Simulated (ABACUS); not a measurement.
# I (I4/mmm) in ABACUS: reference runs

Aim: a first look at I with PBE, on the cell as given and on a disturbed one.

Everything below comes from runs of ABACUS 3.10.1. Logs are shortened: lines on timing, memory, paths and dates and some standing lists are left out, and cuts for length are marked.

## 1. Starting point

The structure is tetragonal, space group I4/mmm (No. 139). Conventional cell: a = 3.235 Å, b = 3.235 Å, c = 8.530 Å, α = 90.00°, β = 90.00°, γ = 90.00°. Around I (site symmetry 4/mmm) lie 4 I at 3.23 Å.

## 2. Single point, PBE

Contents of INPUT:

```
INPUT_PARAMETERS
suffix              I
calculation         scf
basis_type          pw
pseudo_dir          ./
symmetry            1
dft_functional      pbe
ecutwfc             71
pseudo_rcut         10
nspin               1
nbands              8
ks_solver           dav
smearing_method     fd
smearing_sigma      0.00367493
scf_thr             1e-08
scf_nmax            100
mixing_type         broyden
mixing_beta         0.7
cal_force           1
cal_stress          1
kpar                4
```

Contents of STRU:

```
ATOMIC_SPECIES
I 126.9045 I.upf

LATTICE_CONSTANT
1.8897261246

LATTICE_VECTORS
-1.6174560000 1.6174560000 4.2648080000
1.6174560000 -1.6174560000 4.2648080000
1.6174560000 1.6174560000 -4.2648080000

ATOMIC_POSITIONS
Direct

I
0.0
1
0.0000000000 0.0000000000 0.0000000000 1 1 1
```

Contents of KPT:

```
K_POINTS
0
Gamma
11 11 11 0 0 0
```

Potentials or basis: PseudoDojo NC SR 0.4.1 PBE standard, plane waves.

Command:

```console
$ OMP_NUM_THREADS=1 mpirun -np 4 abacus > log
```

running log:

```text
ABACUS v3.10.1

               Atomic-orbital Based Ab-initio Computation at UStc

 ------------------------------------------------------------------------------------

 READING GENERAL INFORMATION
                           global_out_dir = OUT.I/
                           global_in_card = INPUT
                               pseudo_dir = ./
                              orbital_dir =
                                    DSIZE = 4
                                    GSIZE = 1

 READING UNITCELL INFORMATION
                                    ntype = 1
                  lattice constant (Bohr) = 1.88973
              lattice constant (Angstrom) = 1

 READING ATOM TYPE 1
                               atom label = I
                      L=0, number of zeta = 1
                      L=1, number of zeta = 1
                      L=2, number of zeta = 1
             number of atom for this type = 1

                        TOTAL ATOM NUMBER = 1
DIRECT COORDINATES
    atom                   x                   y                   z     mag                  vx                  vy                  vz
taud_I1            0.0000000000        0.0000000000        0.0000000000  0.0000        0.0000000000        0.0000000000        0.0000000000

                          Volume (Bohr^3) = 301.176
                             Volume (A^3) = 44.6297

 Lattice vectors: (Cartesian coordinate: in unit of a_0)
             -1.61746            +1.61746            +4.26481
             +1.61746            -1.61746            +4.26481
             +1.61746            +1.61746            -4.26481
 Reciprocal vectors: (Cartesian coordinate: in unit of 2 pi/a_0)
                   +0           +0.309127           +0.117239
            +0.309127                  +0           +0.117239
            +0.309127           +0.309127                  +0
 The esolver type has been set to : ksdft_pw

                PAO radial cut off (Bohr) = 10

 Read in pseudopotential file is I.upf
                     pseudopotential type = NC
          exchange-correlation functional = PBE
                 nonlocal core correction = 1
                        valence electrons = 7
                                     lmax = 2
                           number of zeta = 2
                     number of projectors = 6
                           L of projector = 0
                           L of projector = 0
                           L of projector = 1
                           L of projector = 1
                           L of projector = 2
                           L of projector = 2
     initial pseudo atomic orbital number = 4

 SETUP THE ELECTRONS NUMBER
             electron number of element I = 7
       total electron number of element I = 7
            AUTOSET number of electrons:  = 7
                           occupied bands = 4
                                   NBANDS = 8
                                   NLOCAL = 9

 SETUP THE PLANE WAVE BASIS
 energy cutoff for charge/potential (unit:Ry) = 284
            fft grid for charge/potential = [ 50, 50, 50 ]
                        fft grid division = [ 1, 1, 1 ]
        big fft grid for charge/potential = [ 50, 50, 50 ]
                                     nbxx = 125000
                                     nrxx = 125000

 SETUP PLANE WAVES FOR CHARGE/POTENTIAL
                    number of plane waves = 24343
                         number of sticks = 1573

 PARALLEL PW FOR CHARGE/POTENTIAL
     PROC   COLUMNS(POT)             PW
        1           1573          24343
 --------------- sum -------------------
        1           1573          24343
                            number of |g| = 1564
                                  max |g| = 25.6886
                                  min |g| = 0

----------- Double Check Mixing Parameters Begin ------------
mixing_type: broyden
mixing_beta: 0.7
mixing_gg0: 1
mixing_gg0_min: 0.1
mixing_ndim: 8
----------- Double Check Mixing Parameters End ------------

 LATTICE VECTORS: (CARTESIAN COORDINATE: IN UNIT OF A0)
             -1.61746            +1.61746            +4.26481
             +1.61746            -1.61746            +4.26481
             +1.61746            +1.61746            -4.26481
                       right hand lattice = 1
                                   NORM_A = 4.83952
                                   NORM_B = 4.83952
                                   NORM_C = 4.83952
                           ALPHA (DEGREE) = 140.95
                           BETA  (DEGREE) = 140.95
                           GAMMA (DEGREE) = 56.4137

 The lattice vectors have been changed (STRU_SIMPLE.cif)

(for optimal symmetric configuration:)
                             BRAVAIS TYPE = 6
                     BRAVAIS LATTICE NAME = 06. Tetrogonal I (body-centered)
                                    ibrav = 6
                                    IBRAV = 6
                                  BRAVAIS = BODY CENTERED TETROGONAL CELL
                       LATTICE CONSTANT A = 3.23491
                                C/A RATIO = 2.63674
Original cell was already a primitive cell.
                        ROTATION MATRICES = 16
              PURE POINT GROUP OPERATIONS = 16
                   SPACE GROUP OPERATIONS = 16
                              POINT GROUP = D_4h
               POINT GROUP IN SPACE GROUP = D_4h

 SETUP K-POINTS
                                    nspin = 1
                   Input type of k points = Monkhorst-Pack(Gamma)
                                   nkstot = 1331
                       right hand lattice = 1
(for reciprocal lattice: )
                             BRAVAIS TYPE = 6
                     BRAVAIS LATTICE NAME = 06. Tetrogonal I (body-centered)
                                    ibrav = 6
                       right hand lattice = 1
(for k-lattice: )
                             BRAVAIS TYPE = 6
                     BRAVAIS LATTICE NAME = 06. Tetrogonal I (body-centered)
                                    ibrav = 6
                       right hand lattice = 1
                        ROTATION MATRICES = 16
                               nkstot_ibz = 126
K-POINTS REDUCTION ACCORDING TO SYMMETRY
     IBZ    DIRECT_X    DIRECT_Y    DIRECT_Z  WEIGHT  ibz2bz
       1  0.00000000  0.00000000  0.00000000  0.0008       0
       2 -0.09090909  0.00000000  0.09090909  0.0060       1
       3 -0.18181818  0.00000000  0.18181818  0.0060       2
       4 -0.27272727  0.00000000  0.27272727  0.0060       3
       5 -0.36363636  0.00000000  0.36363636  0.0060       4
       6 -0.45454545  0.00000000  0.45454545  0.0060       5
[... 22 lines left out ...]
      29 -0.27272727  0.36363636 -0.09090909  0.0120      40
      30 -0.27272727  0.27272727  0.00000000  0.0030      41
[... 96 further k points ...]

                               nkstot now = 126
[... K-POINTS DIRECT COORDINATES: 126 rows ...]

           k-point number in this process = 32
       minimum distributed K point number = 31
[... stars of the k points ...]

[... K-POINTS CARTESIAN COORDINATES: 32 rows ...]

[... K-POINTS DIRECT COORDINATES: 32 rows ...]

 SETUP PLANE WAVES FOR WAVE FUNCTIONS
     energy cutoff for wavefunc (unit:Ry) = 71
              fft grid for wave functions = [ 50, 50, 50 ]
                    number of plane waves = 4377
                         number of sticks = 497

 PARALLEL PW FOR WAVE FUNCTIONS
     PROC   COLUMNS(POT)             PW
        1            497           4377
 --------------- sum -------------------
        1            497           4377

 SETUP NONLOCAL PSEUDOPOTENTIALS IN PLANE WAVE BASIS
 I non-local projectors:
 projector 1 L=0
 projector 2 L=0
 projector 3 L=1
 projector 4 L=1
 projector 5 L=2
 projector 6 L=2
      TOTAL NUMBER OF NONLOCAL PROJECTORS = 18

 Init Non-Local PseudoPotential table :
 Init Non-Local-Pseudopotential done.

                                     npwx = 3058

 Make real space PAO into reciprocal space.
       max mesh points in Pseudopotential = 1001
     dq(describe PAO in reciprocal space) = 0.01
                                    max q = 1015

 number of pseudo atomic orbitals for I is 2
WARNING: norm of atomic wavefunction # 2 of atomic type I is 0.999992, renormalized

 -------------------------------------------
 SELF-CONSISTENT
 -------------------------------------------
                                 init_chg = atomic

 PW ALGORITHM --------------- ION=   1  ELEC=   1--------------------------------
 Notice: Threshold on eigenvalues was too large.
 hsover_error=0.07 > DRHO=0.00638763
 Origin diag ethr = 0.01
 New diag ethr = 9.12519e-05

 Density error is 0.00644384331786
                          Error Threshold = 9.12519012857e-05
----------------------------------------------------------
     Energy           Rydberg                 eV
----------------------------------------------------------
 E_KohnSham     -25.8666074080       -351.9332486781
 E_Harris       -25.9380075662       -352.9046976680
 E_Fermi        0.2411847645         3.2814870686
----------------------------------------------------------
[... 51 lines left out ...]
 Density error is 2.44417641206e-09
                          Error Threshold = 3.02851842452e-10
----------------------------------------------------------
     Energy           Rydberg                 eV
----------------------------------------------------------
 E_KohnSham     -25.8670382882       -351.9391111035
 E_KS(sigma->0) -25.8668092507       -351.9359948893
 E_Harris       -25.8670533388       -351.9393158778
 E_band         -1.1619838661        -15.8096015637
 E_one_elec     -0.6820362725        -9.2795795480
 E_Hartree      2.9199818033         39.7283905807
 E_xc           -7.8920787453        -107.3772400007
 E_Ewald        -20.2124469988       -275.0044497070
 E_entropy(-TS) -0.0004580749        -0.0062324284
 E_descf        0.0000000000         0.0000000000
 E_exx          0.0000000000         0.0000000000
 E_Fermi        0.2270669459         3.0894042917
----------------------------------------------------------

 charge density convergence is achieved
 final etot is -351.9391111 eV
 EFERMI = 3.0894042917 eV

 STATE ENERGY(eV) AND OCCUPATIONS    NSPIN == 1
 1/32 kpoint (Cartesian) = 0.0000 0.0000 0.0000 (3057 pws)
       1       -10.7009     0.00150263
       2       0.770825     0.00150263
       3        3.87280    2.35700e-10
       4        3.87280    2.35700e-10
       5        7.27346    6.83289e-40
       6        10.4848    8.74176e-68
       7        11.1099    3.24808e-73
       8        15.8062        0.00000

 2/32 kpoint (Cartesian) = 0.028102 0.0000 -0.010658 (3046 pws)
       1       -10.6177      0.0120210
       2       0.800959      0.0120210
       3        3.10466     0.00510069
       4        3.93461    5.47719e-10
       5        7.49261    6.82576e-41
       6        10.7986    1.31459e-69
       7        11.8384    1.22272e-78
       8        13.7769        0.00000
[... 31 lines left out ...]
 6/32 kpoint (Cartesian) = 0.14051 0.0000 -0.053290 (3042 pws)
       1       -9.38183      0.0120210
       2       -1.96176      0.0120210
       3        1.33493      0.0120210
       4        4.75512    4.09030e-17
       5        8.02419    1.64786e-45
       6        12.4767    3.49044e-84
       7        12.4967    2.34084e-84
       8        14.5852        0.00000

[... levels at 26 further k points ...]

------------------------------------------------------------------------------------------
 TOTAL-FORCE (eV/Angstrom)
------------------------------------------------------------------------------------------
                        I1         0.0000000000         0.0000000000         0.0000000000
------------------------------------------------------------------------------------------

----------------------------------------------------------------
 TOTAL-STRESS (KBAR)
----------------------------------------------------------------
         1.6341432463        -0.0000000000         0.0000000000
        -0.0000000000         1.6341432463        -0.0000000000
         0.0000000000         0.0000000000         1.4577582392
----------------------------------------------------------------
 TOTAL-PRESSURE: 1.575348 KBAR

 --------------------------------------------
 !FINAL_ETOT_IS -351.9391111034709070 eV
 --------------------------------------------
```

It took 30 s on 4 MPI ranks of Intel Xeon Platinum 8488C (Sapphire Rapids), shared host; peak memory 0.4 GiB.

What came out:

```
Free energy            : -351.9391 eV
Pressure               : 0.2 GPa
Band gap on the k mesh : none (metal or under the smearing width)
```

Caveat: an odd number of electrons without spin polarisation forces a metal; a magnetic or distorted state may lie lower. Spin-orbit coupling is left out, which matters for the levels of I.

(Continued in part 2 of 2.)
